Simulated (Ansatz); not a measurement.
**Co (Cobalt): how the settings move a single-point run**

Aim: see which settings change the result for Co (Cobalt), by how much, and at what cost.

Computed with Ansatz 0.2.0 (reference: DFT, LDA, PAW with Ansatz's default frozen-core files, scalar-relativistic, unless a step's input says otherwise).

## 1. The starting structure

Symmetry: P6_3/mmc, No. 194, hexagonal system. The conventional cell has a = 2.507 Å, b = 2.507 Å, c = 4.070 Å, α = 90.00°, β = 90.00°, γ = 120.00°. Around Co (site symmetry -6m2) lie 12 Co at 2.50 to 2.51 Å.

As a file:

```cif
data_structure
_symmetry_space_group_name_H-M 'P 1'
_symmetry_Int_Tables_number 1
_cell_length_a 2.5074
_cell_length_b 2.5074
_cell_length_c 4.0699
_cell_angle_alpha 90.000
_cell_angle_beta 90.000
_cell_angle_gamma 120.000
_cell_volume 22.16
loop_
_atom_site_label
_atom_site_type_symbol
_atom_site_fract_x
_atom_site_fract_y
_atom_site_fract_z
_atom_site_occupancy
Co1 Co 0.33333 0.66667 0.25000 1
Co2 Co 0.66667 0.33333 0.75000 1
```

## 2. Reference

input.yaml

```yaml
crystal:
  lattice:
    - [2.5074, 0.0, 0.0]
    - [-1.2537, 2.1714720974, 0.0]
    - [0.0, 0.0, 4.0699]
  atoms:
    - { symbol: Co, position: [0.3333333333, 0.6666666667, 0.25], spin: 1.6, spin_axis: [1.0, 0.0, 0.0] }
    - { symbol: Co, position: [0.6666666667, 0.3333333333, 0.75], spin: 1.6, spin_axis: [1.0, 0.0, 0.0] }
magnetization:
  noncollinear: true
  spin_spiral: { q: [0.5, 0.0, 0.0] }
kpoints:
  mp_grid: { grid: [12, 12, 7] }
scf:
  occupations: { method: fermi_dirac, width: 0.08 }
  lower_state_search: "off"
hamiltonian:
  xc: lda
  pseudopotentials: { kind: paw }
output:
  eigenvalues: false
```

Launch:

```sh
$ ansatz run input.yaml --threads 2 --pin off --max-ram 5120MiB --backend cpu --events-out ev --progress --plain --runs-dir out
```

## 3. Changing settings: starting moments, lock_directions true

input.yaml

```yaml
crystal:
  lattice:
    - [2.5074, 0.0, 0.0]
    - [-1.2537, 2.1714720974, 0.0]
    - [0.0, 0.0, 4.0699]
  atoms:
    - { symbol: Co, position: [0.3333333333, 0.6666666667, 0.25], spin: 1.6, spin_axis: [0.8660254, 0.0, 0.5] }
    - { symbol: Co, position: [0.6666666667, 0.3333333333, 0.75], spin: 1.6, spin_axis: [0.8660254, 0.0, 0.5] }
magnetization:
  noncollinear: true
  spin_spiral: { q: [0.5, 0.0, 0.0] }
  spin_locking: { lock_directions: true }
kpoints:
  mp_grid: { grid: [12, 12, 7] }
scf:
  occupations: { method: fermi_dirac, width: 0.08 }
  lower_state_search: "off"
hamiltonian:
  xc: lda
  pseudopotentials: { kind: paw }
output:
  eigenvalues: false
```

Before running it: what results should come out? Wanted: for each run, ending; energy change; abs. moment.

As calculated:

| run | ending | energy change | abs. moment (μB) | cycles | time |
| --- | --- | --- | --- | --- | --- |
| reference | converged | 0 | 2.01 | 22 | 64 s |
| 1: starting moments, lock_directions true | converged | -13.3 meV/atom | 2.43 | 26 | 7 min |

Residual by cycle in the longest SCF loop of each run; runs are numbered as in the table. The quantity is the density residual dr2, in eV.

| cycle | reference | run 1 |
| --- | --- | --- |
| 1 | 0.567 | 0.537 |
| 3 | 0.00742 | 0.0173 |
| 6 | 5.7e-4 | 2.47 |
| 8 | 8.2e-5 | 3.4e-4 |
| 10 | 4.1e-6 | 8.7e-6 |
| 12 | 0.0941 | 4.4e-6 |
| 15 | 3.6e-4 | 6.5e-4 |
| 17 | 1.3e-4 | 2.8e-4 |
| 19 | 3.1e-6 | 0.0134 |
| 21 | 1.4e-7 | 5.9e-7 |
| 24 | - | 1.6e-6 |
| 26 | - | 3.2e-9 |

What this shows: Changing the constraint on the moments moves the energy by -13.3 meV/atom, and the absolute moment goes from 2.01 to 2.43 μB. The order is imposed by the input, not reached freely. Cost: 26 SCF cycles against 22, 7 min against 64 s.
